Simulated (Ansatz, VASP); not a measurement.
# AlGaP2 (generalised stacking fault on (111) (glide set) of a GaP-AlP solid solution): VASP beside Ansatz

Wanted: the spread between two codes on one cell, functional and k mesh. The cell is taken from a series of runs on this material, whose earlier steps may have relaxed, scaled, displaced or heated it; both programs get it as it stands.

Method: plane waves, with VASP 6.6.1 beside it; single point at revPBE, in Ansatz 0.2.0.

## 1. The starting structure

The cell holds 72 atoms: 18 Al, 36 P and 18 Ga. Cell: a = 6.683 Å, b = 11.576 Å, c = 19.111 Å, α = 90.0°, β = 88.3°, γ = 90.0°. As first built, before any earlier steps moved the atoms (in the runner's words): zinc-blende GaP (a = 5.4569 A), cell with z along [111], 1 x 3 x 2 periods; the third cell vector is tilted by 0.083 of 1/2[11-2] and lengthened by 0.2 A, so the cell holds one fault (glide set); displaced by a Gaussian of 0.01 A; 18 of 36 Ga sites given to Al at random (lattice constant by Vegard's rule between GaP and AlP). The structure's axis is c.

## 2. Ansatz: single point, revPBE

Ansatz runs on its default PAW (the set named soft_2) files.

A single point gives forces, pressure and levels at one fixed geometry, so differences don't come from the geometry; what else differs is listed under the comparison.

The input, input.yaml:

```yaml
crystal:
  lattice:
    - [6.68331, 0.0, 0.0]
    - [0.0, 11.57583, 0.0]
    - [0.55692, 0.0, 19.10326]
  atoms:
    - { symbol: Al, position: [0.4576, 0.16689, 0.01585] }
    - { symbol: P, position: [0.46018, 0.16656, 0.14007] }
    - { symbol: Ga, position: [0.79142, 0.16663, 0.18258] }
    - { symbol: P, position: [0.79276, 0.16665, 0.3071] }
    - { symbol: Ga, position: [0.95757, 0.99997, 0.01591] }
    - { symbol: P, position: [0.961, 0.99984, 0.14034] }
    - { symbol: Al, position: [0.29213, 0.00021, 0.18238] }
    - { symbol: P, position: [0.2932, 0.99981, 0.30665] }
    - { symbol: Ga, position: [0.62413, 0.99999, 0.34943] }
    - { symbol: P, position: [0.6255, 0.99979, 0.47399] }
    - { symbol: Al, position: [0.45781, 0.49954, 0.01579] }
    - { symbol: P, position: [0.46017, 0.49993, 0.14002] }
    - { symbol: Ga, position: [0.79133, 0.4997, 0.18267] }
    - { symbol: P, position: [0.79191, 0.5, 0.30733] }
    - { symbol: Al, position: [0.95807, 0.33309, 0.0155] }
    - { symbol: P, position: [0.96067, 0.33326, 0.13974] }
    - { symbol: Ga, position: [0.29091, 0.33326, 0.18273] }
    - { symbol: P, position: [0.29422, 0.33317, 0.30706] }
    - { symbol: Al, position: [0.62464, 0.33317, 0.34927] }
    - { symbol: P, position: [0.62686, 0.33318, 0.47355] }
    - { symbol: Ga, position: [0.12414, 0.16633, 0.34931] }
    - { symbol: P, position: [0.12538, 0.16677, 0.47385] }
    - { symbol: Ga, position: [0.4565, 0.16651, 0.51617] }
    - { symbol: P, position: [0.45874, 0.16661, 0.64086] }
    - { symbol: Al, position: [0.79031, 0.16652, 0.68234] }
    - { symbol: P, position: [0.79429, 0.16641, 0.80651] }
    - { symbol: Ga, position: [0.95711, 0.99969, 0.51593] }
    - { symbol: P, position: [0.95962, 0.99998, 0.64056] }
    - { symbol: Al, position: [0.2907, 0.99972, 0.6826] }
    - { symbol: P, position: [0.29212, 0.99991, 0.80697] }
    - { symbol: Ga, position: [0.62405, 0.99993, 0.8495] }
    - { symbol: P, position: [0.62572, 0.00012, 0.97403] }
    - { symbol: Ga, position: [0.45741, 0.83311, 0.01622] }
    - { symbol: P, position: [0.46024, 0.83322, 0.14084] }
    - { symbol: Al, position: [0.79195, 0.83336, 0.18232] }
    - { symbol: P, position: [0.79423, 0.83324, 0.30668] }
    - { symbol: Ga, position: [0.9575, 0.66662, 0.01605] }
    - { symbol: P, position: [0.96086, 0.66663, 0.14051] }
    - { symbol: Al, position: [0.29201, 0.66627, 0.18242] }
    - { symbol: P, position: [0.29426, 0.66643, 0.30667] }
    - { symbol: Al, position: [0.62485, 0.66695, 0.34911] }
    - { symbol: P, position: [0.62568, 0.66657, 0.4735] }
    - { symbol: Ga, position: [0.12394, 0.4999, 0.34929] }
    - { symbol: P, position: [0.12686, 0.49987, 0.47388] }
    - { symbol: Al, position: [0.45803, 0.49995, 0.51569] }
    - { symbol: P, position: [0.4599, 0.49986, 0.64001] }
    - { symbol: Al, position: [0.79041, 0.49978, 0.68232] }
    - { symbol: P, position: [0.79312, 0.50003, 0.80646] }
    - { symbol: Al, position: [0.95736, 0.33347, 0.5159] }
    - { symbol: P, position: [0.95945, 0.33315, 0.64037] }
    - { symbol: Al, position: [0.29076, 0.33359, 0.68252] }
    - { symbol: P, position: [0.29264, 0.33308, 0.80682] }
    - { symbol: Ga, position: [0.6242, 0.33321, 0.84908] }
    - { symbol: P, position: [0.62659, 0.33316, 0.97377] }
    - { symbol: Al, position: [0.12436, 0.16649, 0.84913] }
    - { symbol: P, position: [0.12741, 0.16675, 0.9733] }
    - { symbol: Al, position: [0.12508, 0.83305, 0.3488] }
    - { symbol: P, position: [0.12792, 0.83327, 0.47302] }
    - { symbol: Al, position: [0.45761, 0.83289, 0.51591] }
    - { symbol: P, position: [0.45888, 0.83333, 0.64016] }
    - { symbol: Ga, position: [0.78965, 0.83328, 0.68277] }
    - { symbol: P, position: [0.79358, 0.83329, 0.80714] }
    - { symbol: Ga, position: [0.95744, 0.66691, 0.51598] }
    - { symbol: P, position: [0.95868, 0.66655, 0.6406] }
    - { symbol: Ga, position: [0.29003, 0.66655, 0.68285] }
    - { symbol: P, position: [0.29197, 0.66677, 0.80733] }
    - { symbol: Ga, position: [0.62381, 0.66656, 0.84942] }
    - { symbol: P, position: [0.62588, 0.66625, 0.97396] }
    - { symbol: Ga, position: [0.12351, 0.49987, 0.84937] }
    - { symbol: P, position: [0.12698, 0.4998, 0.97382] }
    - { symbol: Al, position: [0.1242, 0.83349, 0.84928] }
    - { symbol: P, position: [0.12675, 0.83321, 0.97342] }
kpoints:
  mp_grid: { grid: [2, 1, 1] }
hamiltonian:
  xc: revpbe
scf:
  occupations: { method: fermi_dirac, width: 0.05 }
output:
  forces: true
  stress: true
  populations: true
  dos:
    method: { smearing: { sigma: 0.15 } }
    de: 0.1
    projected: { site_lists: { Al: [Al], Ga: [Ga], P: [P] } }
  eigenvalues: true
  write_density: true
  write_potential: true
  volumetric_format: npy
  elf: true
```

The run is started by

```
$ ansatz run input.yaml --threads 4 --pin off --max-ram 8192MiB --backend cpu --events-out ev --progress --plain --runs-dir out
```

Numbers of over 12 decimals in the logs are rounded to 6 here.

Output:

```text
Engine: ansatz 0.2.0, aarch64-unknown-linux-gnu
Pseudopotentials: kind: paw
Pseudopotential: Al, paw, valence charge 3, recommended cutoff 420 eV (normal), Al.paw.azcp
Pseudopotential: P, paw, valence charge 5, recommended cutoff 420 eV (normal), P.paw.azcp
Pseudopotential: Ga, paw, valence charge 13, recommended cutoff 420 eV (normal), Ga.paw.azcp
Functional definition: revPBE
  parameter kappa = 1.245
  parameter beta = 0.066725
  exchange = pbe_x(kappa = kappa, mu = beta*pi^2/3)
  correlation = pbe_c(beta = beta)
Crystal: 72 atoms, lattice volume = 1477.921 Å³
Basis set: ecut = 420 eV, 28917 PW (Γ), exchange–correlation on 90×160×256 points (8 copies of the dense FFT grid, shifted against one another)
Bands: 306, of which v1, the nominal top of the filled ones, is band 234 counted from 1 (233 counted from 0)
Symmetry: 1 space group operations
Space group: P1 (ITA 1), of the structure as read, at distance tolerance 1.1e-4 Å
k-points: 2
Non-local potential: Al, projectors of the file, l = 0: 2, l = 1: 2, l = 2: 1
Non-local potential: P, projectors of the file, l = 0: 2, l = 1: 2, l = 2: 2
Non-local potential: Ga, projectors of the file, l = 0: 2, l = 1: 2, l = 2: 3, l = 3: 1
PAW form: soft (Blöchl's): semilocal exchange-correlation on the pseudo side does not see the compensation charge
PAW frozen core: Al, regenerated for the run's functional, and the local potential with it (the file was generated under x = pbe(κ = 0.804, μ = 0.219515), c = pbe(β = 0.066725))
PAW frozen core: P, regenerated for the run's functional, and the local potential with it (the file was generated under x = pbe(κ = 0.804, μ = 0.219515), c = pbe(β = 0.066725))
PAW frozen core: Ga, regenerated for the run's functional, and the local potential with it (the file was generated under x = pbe(κ = 0.804, μ = 0.219515), c = pbe(β = 0.066725))
PAW one-centre angular grid: Al, 110 points (default); XC on 64 Gauss nodes
PAW one-centre angular grid: P, 110 points (default); XC on 64 Gauss nodes
PAW one-centre angular grid: Ga, 590 points (default); XC on 64 Gauss nodes
Initial density: superposition of atomic densities (neutral atoms: chi_scale 0, normalization atom), corrected by the library's trained network
Initial wavefunctions: pseudopotential atomic-orbital guess
Functional: x = revpbe(κ = 1.245, μ = 0.219515), c = pbe(β = 0.066725)
SCF iter   1: F=—  HF=-105202.711035 eV  |F-HF|=—  |Δ(HF+E_count)|=         —  Δρ=2.70e-3  dr2=6.99e-2  ethr=1.77e-3  ⟨swp⟩=8.5  Hψ=2927  notcnv=0  defer=24
preconditioner: auto → Resta (q_TF=auto, 2.252 Å⁻¹)  ε∞=4.0  [insulator: Δε(μ)=1.488 eV  Ē_g=12.152 eV  σ=0.050 eV  W_gap=1.00  n_scr=288 (ndim 8)  ℏωp=20.9 eV  f_vac=0.000  D(μ)=0.00/eV (n_scr^D=0)  ε∞_Penn≈4.0]
SCF iter   2: F=—  HF=-105202.673770 eV  |F-HF|=—  |Δ(HF+E_count)|=   3.73e-2  Δρ=1.34e-3  dr2=2.43e-2  ethr=1.49e-5  ⟨swp⟩=2.0  Hψ=1197  notcnv=0  defer=111
SCF iter   3: F=—  HF=-105202.671603 eV  |F-HF|=—  |Δ(HF+E_count)|=   2.17e-3  Δρ=7.10e-4  dr2=5.69e-3  ethr=5.19e-6  ⟨swp⟩=2.0  Hψ=964  notcnv=0  defer=111
SCF iter   4: F=—  HF=-105202.672012 eV  |F-HF|=—  |Δ(HF+E_count)|=   4.09e-4  Δρ=1.34e-4  dr2=2.98e-4  ethr=1.22e-6  ⟨swp⟩=3.0  Hψ=1050  notcnv=0  defer=111
SCF iter   5: F=—  HF=-105202.672067 eV  |F-HF|=—  |Δ(HF+E_count)|=   5.47e-5  Δρ=3.79e-5  dr2=2.80e-5  ethr=6.36e-8  ⟨swp⟩=2.0  Hψ=965  notcnv=0  defer=111
SCF iter   6: F=—  HF=-105202.671666 eV  |F-HF|=—  |Δ(HF+E_count)|=   4.01e-4  Δρ=1.34e-5  dr2=6.41e-6  ethr=5.98e-9  ⟨swp⟩=2.5  Hψ=952  notcnv=0  defer=111
SCF iter   7: F=—  HF=-105202.671668 eV  |F-HF|=—  |Δ(HF+E_count)|=   1.76e-6  Δρ=5.22e-6  dr2=7.31e-7  ethr=1.37e-9  ⟨swp⟩=2.5  Hψ=966  notcnv=0  defer=111
SCF iter   8: F=—  HF=-105202.671668 eV  |F-HF|=—  |Δ(HF+E_count)|=   4.15e-7  Δρ=2.92e-6  dr2=1.75e-7  ethr=1.56e-10  ⟨swp⟩=3.0  Hψ=967  notcnv=0  defer=111
SCF iter   9: F=-105202.671668 eV  HF=-105202.671668 eV  |F-HF|=6.77e-9  |Δ(HF+E_count)|=   2.01e-8  Δρ=1.03e-6  dr2=1.59e-8  ethr=2.14e-11  ⟨swp⟩=17.5  Hψ=5566  notcnv=0
SCF 1 converged in 9 iterations: F = -105202.671668 eV  dr2 = 1.59e-8
  greatest PAW one-centre occupation: 0.994 electrons in one spin orbital (limit 2), on the Ga atom at site 52 (counted from 0), in its partial waves of l = 2
SCF converged after 9 iterations
Free energy (F): -105202.671668 eV
Harris-Foulkes:  -105202.671668 eV  (|F-HF|=6.77e-9)
Internal energy: -105202.671667 eV  (E = F + TS)
E sigma→0 (E₀):  -105202.671668 eV
Entropy (-TS):   -0.000001 eV (-0.000 meV/atom)
Fermi energy:    6.838106 eV
--- Per-component energies (eV) ---
  E_band       = -1108.470019
  E_kinetic    = 5038.970332
  E_local      = -48317.725463  (includes V_loc(G=0)·N_el)
  E_nonlocal   = 9041.413732
  E_hartree    = 22306.984552
  E_xc         = -4182.153615
  E_vxc        = -3753.178293  (∫ρ·V_xc dr)
[...]
atom  53  Ga    -0.00065860     0.00226670     0.00184908
  atom  54  P     -0.01227167     0.00234713     0.00145628
  atom  55  Al     0.00320298     0.00288882    -0.00307117
  atom  56  P     -0.00432405    -0.00323506    -0.00307202
  atom  57  Al    -0.00312286     0.00296230     0.00281332
  atom  58  P     -0.00629637    -0.00129316    -0.00171249
  atom  59  Al    -0.00107361    -0.00048000     0.00145945
  atom  60  P      0.00004361     0.00173909    -0.00275414
  atom  61  Ga     0.00666683     0.00083579     0.00362622
  atom  62  P      0.01326269    -0.00293947    -0.00674101
  atom  63  Ga     0.00427232     0.00272534     0.00701040
  atom  64  P     -0.00266078    -0.00119033    -0.00471357
  atom  65  Ga     0.00370618     0.00337566    -0.00473011
  atom  66  P      0.00644216    -0.00422617     0.00200447
  atom  67  Ga    -0.00287870    -0.00316238     0.00024581
  atom  68  P      0.00235370     0.00805455    -0.00186847
  atom  69  Ga    -0.00109698    -0.00355423     0.00399100
  atom  70  P     -0.00464434     0.00078536     0.00154765
  atom  71  Al     0.00251834     0.00022153    -0.00536563
  atom  72  P      0.01183355    -0.00070982    -0.00891189
  max |Σ_I F_I| component: 3.22e-5 eV/Å
--- Stress (GPa, compression-positive) ---
        2.302406       0.001022      -1.092436
        0.001022       5.041833      -0.000340
       -1.092399      -0.000340       1.569071
  P = ⅓ Tr σ = 2.9711 GPa (29.711 kbar)
--- Band table (eV) ---
  k-point 0: bands = [... 230 lower, 5.7770, 5.8996, 6.0661, 6.0765, 7.5690, 8.0281, 8.1839, 8.2138, ... 68 higher]
  k-point 1: bands = [... 230 lower, 5.3741, 5.4193, 5.5168, 5.5530, 8.2902, 8.3023, 8.3348, 8.3450, ... 68 higher]
--- Löwdin populations: 72 sites ---
  site symbol       q [e]
     0     Al      2.5853
     1      P      5.1925
     2     Ga     12.9190
     3      P      5.1052
     4     Ga     12.9189
     5      P      5.1915
     6     Al      2.5868
     7      P      5.1914
     8     Ga     12.9187
     9      P      5.1048
    10     Al      2.5872
    11      P      5.1925
    12     Ga     12.9177
    13      P      5.1923
    14     Al      2.5863
    15      P      5.1054
    16     Ga     12.9193
    17      P      5.1059
    18     Al      2.5877
    19      P      5.2777
    20     Ga     12.9212
    21      P      5.1055
    22     Ga     12.9184
    23      P      5.2765
[...]
64     Ga     12.9203
    65      P      5.1065
    66     Ga     12.9209
    67      P      5.1061
    68     Ga     12.9191
    69      P      5.1919
    70     Al      2.5892
    71      P      5.1057
  spilling = 0.004318 (of n_electrons = 468.000000)
```

In the SCF lines HF is the Harris–Foulkes energy and dr2 the Hartree energy of the density residual, in eV; the loop may stop once dr2 is under the threshold and the program's other checks hold. Hψ counts applications of the Hamiltonian.

(Part 1 of 2 ends here.)

[Lines on the potential files, build, host, timing and source positions are cut from VASP's logs without a mark.]

[Logs are printed without paths, hosts, clocks, repeated set-up lines and the standing remarks that a program may print on its own settings, such as how far it seeks lower states.]

[Hosts, paths, dates, database ids (printed as entryN), source tags and the programs' standing remarks are cut or masked in the printed files.]
